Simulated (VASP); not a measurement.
# BaTiO3 (Barioperovskite) (Amm2) in VASP: further runs

Aim: see how the results for BaTiO3 (Barioperovskite) move with the level of theory and the settings. Levels: PW91, AM05, LDA, r2SCAN. Tasks: relaxation of cell and atoms.

Program: VASP 6.6.1. These are calculated values, not measurements. Logs are shortened: lines on timing, memory, paths and dates and some standing lists are left out, and cuts for length are marked.

## Step 1: The structure

It takes space group Amm2 (No. 38, orthorhombic). The conventional cell has a = 3.986 Å, b = 5.674 Å, c = 5.690 Å, α = 90.00°, β = 90.00°, γ = 90.00°. Ba (site symmetry mm2) is surrounded by 12 O at 2.77 to 2.92 Å. Around Ti (site symmetry mm2) lie 6 O at 1.93 to 2.09 Å. O (site symmetry m) is surrounded by 2 Ti at 1.93 to 2.09 Å. Around O (site symmetry mm2) lie 2 Ti at 2.00 Å.

## Step 2: Relaxation of cell and atoms, PW91

Input file INCAR:

```
SYSTEM = BaTiO3
ALGO = Normal
EDIFF = 1E-7
EDIFFG = -0.01
ENCUT = 600
GGA = 91
IBRION = 2
ISIF = 3
ISMEAR = -1
LASPH = .TRUE.
LCHARG = .FALSE.
LREAL = .FALSE.
LWAVE = .FALSE.
NELM = 80
NSW = 60
PREC = Accurate
SIGMA = 0.05
```

Input file KPOINTS:

```
k-points
0
G
  7 7 7
  0 0 0
```

Input file POSCAR:

```
BaTiO3
1.0
    3.9855000000      0.0000000000      0.0000000000
    0.0000000000      2.8369000000      2.8451500000
    0.0000000000     -2.8369000000      2.8451500000
Ba Ti O
1 1 3
Direct
    0.0000000000      0.0000000000      0.0000000000
    0.5000000000      0.5124000000      0.5124000000
    0.5000000000      0.9918400000      0.5052400000
    0.5000000000      0.5052400000      0.9918400000
    0.0000000000      0.4874000000      0.4874000000
```

Potentials or basis: VASP PAW PBE potentials, release 64 (Ba_sv, Ti_sv, O).

The run is started by

```
$ cat potpaw_PBE.64/Ba_sv/POTCAR potpaw_PBE.64/Ti_sv/POTCAR potpaw_PBE.64/O/POTCAR > POTCAR
$ mpirun -np 1 vasp_std > vasp.out
```

OUTCAR:

```text
SYSTEM = BaTiO3
   EDIFF = 1E-7
   EDIFFG = -0.01
   ENCUT = 600
   GGA = 91
   IBRION = 2
   ISIF = 3
   ISMEAR = -1
   LASPH = .TRUE.
   LREAL = .FALSE.
   NELM = 80
   NSW = 60
   PREC = Accurate

 ion  position               nearest neighbor table
   1  0.000  0.000  0.000-   5 2.77   4 2.81   3 2.81   3 2.81   4 2.81   5 2.84   5 2.84   4 2.84
                             3 2.84   3 2.84   4 2.84   5 2.92   2 3.42   2 3.42   2 3.47   2 3.47
   2  0.500  0.512  0.512-   3 1.93   4 1.93   5 2.00   5 2.00   3 2.09   4 2.09   1 3.42   1 3.42
                             1 3.47   1 3.47   1 3.47   1 3.47   1 3.53   1 3.53
   3  0.500  0.992  0.505-   2 1.93   2 2.09   1 2.81   1 2.81   1 2.84   1 2.84
   4  0.500  0.505  0.992-   2 1.93   2 2.09   1 2.81   1 2.81   1 2.84   1 2.84
   5  0.000  0.487  0.487-   2 2.00   2 2.00   1 2.77   1 2.84   1 2.84   1 2.92

  LATTYP: Found a base centered orthorhombic cell.
 ALAT       =     5.6738000000
 B/A-ratio  =     1.0029081039
 C/A-ratio  =     0.7024392823

  Lattice vectors:

 A1 = (   0.0000000000,   2.8369000000,  -2.8451500000)
 A2 = (   0.0000000000,   2.8369000000,   2.8451500000)
 A3 = (   3.9855000000,   0.0000000000,   0.0000000000)

Analysis of symmetry for initial positions (statically):
=====================================================================
 Subroutine PRICEL returns:
 Original cell was already a primitive cell.

 Routine SETGRP: Setting up the symmetry group for a
 base centered orthorhombic supercell.

 Subroutine GETGRP returns: Found  4 space group operations
 (whereof  4 operations were pure point group operations)
 out of a pool of  8 trial point group operations.

The static configuration has the point symmetry C_2v.

Analysis of symmetry for dynamics (positions and initial velocities):
=====================================================================
 Subroutine PRICEL returns:
 Original cell was already a primitive cell.

 Routine SETGRP: Setting up the symmetry group for a
 base centered orthorhombic supercell.

 Subroutine GETGRP returns: Found  4 space group operations
 (whereof  4 operations were pure point group operations)
 out of a pool of  8 trial point group operations.

The dynamic configuration has the point symmetry C_2v.

 Subroutine INISYM returns: Found  4 space group operations
 (whereof  4 operations are pure point group operations),
 and found     1 'primitive' translations

----------------------------------------------------------------------------------------

                                     Primitive cell

  volume of cell :      64.3372

  direct lattice vectors                    reciprocal lattice vectors
     3.985500000  0.000000000  0.000000000     0.250909547  0.000000000  0.000000000
     0.000000000  2.836900000  2.845150000     0.000000000  0.176248722  0.175737659
     0.000000000 -2.836900000  2.845150000     0.000000000 -0.176248722  0.175737659

  length of vectors
     3.985500000  4.017820321  4.017820321     0.250909547  0.248892219  0.248892219

  position of ions in fractional coordinates (direct lattice)
     0.000000000  0.000000000  0.000000000
     0.500000000  0.512400000  0.512400000
     0.500000000  0.991840000  0.505240000
     0.500000000  0.505240000  0.991840000
     0.000000000  0.487400000  0.487400000

  ion indices of the primitive-cell ions
   primitive index   ion index
                 1           1
                 2           2
                 3           3
                 4           4
                 5           5

----------------------------------------------------------------------------------------

 KPOINTS: k-points

Automatic generation of k-mesh.
 Grid dimensions read from file:
 generate k-points for:    7    7    7

 Generating k-lattice:

  Cartesian coordinates                     Fractional coordinates (reciprocal lattice)
     0.035844221  0.000000000  0.000000000     0.142857143  0.000000000  0.000000000
     0.000000000  0.025178389  0.025105380     0.000000000  0.142857143  0.000000000
     0.000000000 -0.025178389  0.025105380     0.000000000  0.000000000  0.142857143

  Length of vectors
     0.035844221  0.035556031  0.035556031

  Shift w.r.t. Gamma in fractional coordinates (k-lattice)
     0.000000000  0.000000000  0.000000000

 Subroutine IBZKPT returns following result:
 ===========================================

 Found     64 irreducible k-points:

 Following reciprocal coordinates:
            Coordinates               Weight
  0.000000  0.000000  0.000000      1.000000
  0.142857  0.000000  0.000000      2.000000
  0.285714  0.000000  0.000000      2.000000
  0.428571  0.000000  0.000000      2.000000
  0.000000  0.142857 -0.000000      4.000000
  0.142857  0.142857 -0.000000      8.000000
[... 16 lines left out ...]
  0.285714  0.285714  0.142857      8.000000
  0.428571  0.285714  0.142857      8.000000
 [... further k-points ...]
   k-points           NKPTS =     64   k-points in BZ     NKDIM =     64   number of bands    NBANDS=     24
   number of dos      NEDOS =    301   number of ions     NIONS =      5
   total plane-waves  NPLWV =  32768
   dimension x,y,z NGX =    32 NGY =   32 NGZ =   32
   dimension x,y,z NGXF=    64 NGYF=   64 NGZF=   64
   ions per type =               1   1   3
   NGX,Y,Z   is equivalent  to a cutoff of  13.35, 13.24, 13.24 a.u.
   NGXF,Y,Z  is equivalent  to a cutoff of  26.70, 26.48, 26.48 a.u.
 SYSTEM =  BaTiO3
   PREC   = accura    normal or accurate (medium, high low for compatibility)
   ISTART =      0    job   : 0-new  1-cont  2-samecut
   ICHARG =      2    charge: 1-file 2-atom 10-const
   ISPIN  =      1    spin polarized calculation?
   LNONCOLLINEAR =      F non collinear calculations
   LSORBIT =      F    spin-orbit coupling
   LASPH  =      T    aspherical Exc in radial PAW
   ENCUT  =  600.0 eV  44.10 Ry    6.64 a.u.   7.96  8.02  8.02*2*pi/ulx,y,z
   NELM   =     80;   NELMIN=  2; NELMDL= -5     # of ELM steps
   EDIFF  = 0.1E-06   stopping-criterion for ELM
   LREAL  =      F    real-space projection
   EDIFFG = -.1E-01   stopping-criterion for IOM
   NSW    =     60    number of steps for IOM
   IBRION =      2    ionic relax: 0-MD 1-quasi-New 2-CG
   NFREE  =      1    steps in history (QN), initial steepest desc. (CG)
   ISIF   =      3    stress and relaxation
   ISYM   =      2    0-nonsym 1-usesym 2-fastsym
   POTIM  = 0.5000    time-step for ionic-motion
   TEBEG  =    0.0;   TEEND  =   0.0 temperature during run
   PSTRESS=    0.0 pullay stress
   NELECT =      40.0000    total number of electrons
   NUPDOWN=      -1.0000    fix difference up-down
   EMIN   =  10.00;   EMAX   =-10.00  energy-range for DOS
   EFERMI =   0.00;   METHOD = LEGACY
   ISMEAR =    -1;   SIGMA  =   0.05  broadening in eV -4-tet -1-fermi 0-gaus
   EFERMI_NEDOS =   21; number of points for ismear=-14 and -15
   IALGO  =     38    algorithm
   IMIX   =      4    mixing-type and parameters
     AMIX     =   0.40;   BMIX     =  1.00
     AMIX_MAG =   1.60;   BMIX_MAG =  1.00
  volume/ion in A,a.u.               =      12.87        86.83
  Fermi-wavevector in a.u.,A,eV,Ry     =   1.397250  2.640420 26.562762  1.952308
  Thomas-Fermi vector in A             =   2.520525
   LORBIT       =      0    0 simple, 1 ext, 2 COOP (PROOUT), +10 PAW based schemes
   GGA     = 91    functional components
   LHFCALC =     F    Hartree Fock is set to
   AEXX    =    0.0000 exact exchange contribution
   IVDW    =     0    specifies the selected vdW correction
   LEPSILON=     F    determine dielectric tensor
   LRPA    =     F    only Hartree local field effects (RPA)
 conjugate gradient relaxation of ions
 non-spin polarized calculation
  energy-cutoff  :      600.00
  volume of cell :       64.34
 maximum number of plane-waves:      2177
 NGX is ok and might be reduce to    32
   NGX = 15   NGY = 17   NGZ = 17

--------------------------------------- Ionic step        1  -------------------------------------------

 number of electron      39.9999992 magnetization

 Free energy of the ion-electron system (eV)
  ---------------------------------------------------
  ext. energy  EPLUGINS =         0.00000000
  ---------------------------------------------------
  free energy    TOTEN  =       -40.29171810 eV

  energy without entropy =      -40.29171810  energy(sigma->0) =      -40.29171810

------------------------ aborting loop because EDIFF is reached ----------------------------------------

  FORCE on cell =-STRESS in cart. coord.  units (eV):
  Direction    XX          YY          ZZ          XY          YZ          ZX
  --------------------------------------------------------------------------------------
  -------------------------------------------------------------------------------------
  Total        1.5028091      1.5550448      1.2976492      0.0000000      0.0000000      0.0000000
  in kB       37.4241891     38.7250041     32.3151277      0.0000000      0.0000000      0.0000000
  external PRESSURE =      36.1547736 kB  Pullay stress =       0.0000000 kB
[... 98 lines left out ...]
  FREE ENERGIE OF THE ION-ELECTRON SYSTEM (eV)
  ---------------------------------------------------
  free  energy   TOTEN  =       -40.3143208716 eV

  energy  without entropy=      -40.3143208710  energy(sigma->0) =      -40.31432087

[... ionic steps 4 to 14 ...]

--------------------------------------- Ionic step       15  -------------------------------------------

 number of electron      39.9999981 magnetization

------------------------ aborting loop because EDIFF is reached ----------------------------------------

  FORCE on cell =-STRESS in cart. coord.  units (eV):
  Direction    XX          YY          ZZ          XY          YZ          ZX
  --------------------------------------------------------------------------------------
  -------------------------------------------------------------------------------------
  Total        0.0015109     -0.0002206      0.0322581      0.0000000      0.0000000      0.0000000
  in kB        0.0359575     -0.0052502      0.7677086      0.0000000      0.0000000      0.0000000
  external PRESSURE =       0.2661386 kB  Pullay stress =       0.0000000 kB
[... 63 lines left out ...]
  energy  without entropy=      -40.3604787424  energy(sigma->0) =      -40.36047874

--------------------------------------- Ionic step       17  -------------------------------------------

 number of electron      39.9999981 magnetization

 Free energy of the ion-electron system (eV)
  ---------------------------------------------------
  ext. energy  EPLUGINS =         0.00000000
  ---------------------------------------------------
  free energy    TOTEN  =       -40.36049853 eV

  energy without entropy =      -40.36049853  energy(sigma->0) =      -40.36049853

 E-fermi :   4.5764     XC(G=0): -11.0407

 val. band max:        3.3054527346   @ k =   0.4286   0.4286   0.4286
 cond. band min:       5.6765273912   @ k =   0.0000   0.0000   0.0000
 fundamental gap:      2.3710746566
 Fermi energy:         4.5763815420

 k-point     1 :       0.0000    0.0000    0.0000
  band No.  band energies     occupation
      1     -52.8721      2.00000
      2     -29.2614      2.00000
      3     -29.2575      2.00000
      4     -29.1804      2.00000
      5     -21.5186      2.00000
      6     -13.3304      2.00000
[... 637 lines left out ...]
     23       7.2389      0.00000
     24       8.5248      0.00000

 [... further k-points ...]
[... 5 lines left out ...]
  --------------------------------------------------------------------------------------
  -------------------------------------------------------------------------------------
  Total       -0.0086945     -0.0021787      0.0095318      0.0000000      0.0000000      0.0000000
  in kB       -0.2068424     -0.0518322      0.2267635      0.0000000      0.0000000      0.0000000
  external PRESSURE =      -0.0106370 kB  Pullay stress =       0.0000000 kB
[... 20 lines left out ...]
  FREE ENERGIE OF THE ION-ELECTRON SYSTEM (eV)
  ---------------------------------------------------
  free  energy   TOTEN  =       -40.3604985326 eV

  energy  without entropy=      -40.3604985325  energy(sigma->0) =      -40.36049853

 reached required accuracy - stopping structural energy minimisation
```

Wall time 8.3 min (1 thread of AMD EPYC 9R45 (Zen 5), shared host); peak memory 0.25 GiB.

Results:

- Free energy: -40.3605 eV
- Relaxed volume: 13.47 Å³/atom
- Relaxed cell: a = 3.984 Å, b = 4.112 Å, c = 4.112 Å, α = 89.56°, β = 90.00°, γ = 90.00°
- Space group after relaxing (to 0.05 Å): Amm2 (No. 38)
- Energy gained by relaxing: 13.8 meV/atom
- Ionic steps: 17
- Pressure after relaxing: 0.0 GPa
- Largest force after relaxing: 0.009 eV/Å
- Band gap on the k mesh: 2.37 eV, indirect (least direct gap 2.82 eV)

Forces in eV/Å, atoms in the order of the input:
```
Ba   0.000  0.000  0.001
Ti   0.000  0.000  0.009
O    0.000  0.002 -0.005
O    0.000 -0.002 -0.005
O    0.000  0.000 -0.001
```

Step by step:
```tsv
step	energy change (eV)	largest force (eV/Å)	pressure (GPa)	volume (Å³)
1	0.0000	0.2571	3.62	64.34
2	-0.0156	0.3833	-2.91	67.08
3	-0.0226	0.3038	-0.70	66.07
4	-0.0377	0.3027	-0.46	66.20
5	-0.0547	0.1483	0.62	66.50
6	-0.0622	0.1734	-0.21	67.20
7	-0.0624	0.1794	-0.39	67.37
8	-0.0658	0.1299	0.28	67.03
9	-0.0660	0.1168	0.47	66.94
10	-0.0672	0.1025	-0.33	67.26
11	-0.0672	0.0950	-0.27	67.24
12	-0.0683	0.0525	-0.07	67.24
13	-0.0685	0.0295	0.04	67.25
14	-0.0687	0.0148	0.03	67.28
15	-0.0688	0.0140	0.03	67.32
16	-0.0688	0.0126	0.02	67.32
17	-0.0688	0.0093	0.00	67.35
```

Final structure:
```cif
data_structure
_symmetry_space_group_name_H-M 'P 1'
_symmetry_Int_Tables_number 1
_cell_length_a 3.9835
_cell_length_b 4.1118
_cell_length_c 4.1118
_cell_angle_alpha 89.558
_cell_angle_beta 90.000
_cell_angle_gamma 90.000
_cell_volume 67.35
loop_
_atom_site_label
_atom_site_type_symbol
_atom_site_fract_x
_atom_site_fract_y
_atom_site_fract_z
_atom_site_occupancy
Ba1 Ba 0.00000 0.01035 0.01035 1
Ti1 Ti 0.50000 0.52713 0.52713 1
O1 O 0.50000 0.97700 0.49409 1
O2 O 0.50000 0.49409 0.97700 1
O3 O 0.00000 0.48831 0.48831 1
```

Caveat: the PAW data sets were made with another functional, which shifts forces and pressure a little; spin-orbit coupling is left out, which moves the levels of the heavy elements; an odd mesh through Γ misses points on the zone boundary, where band edges often lie.

(Part 1 of 3 ends here.)
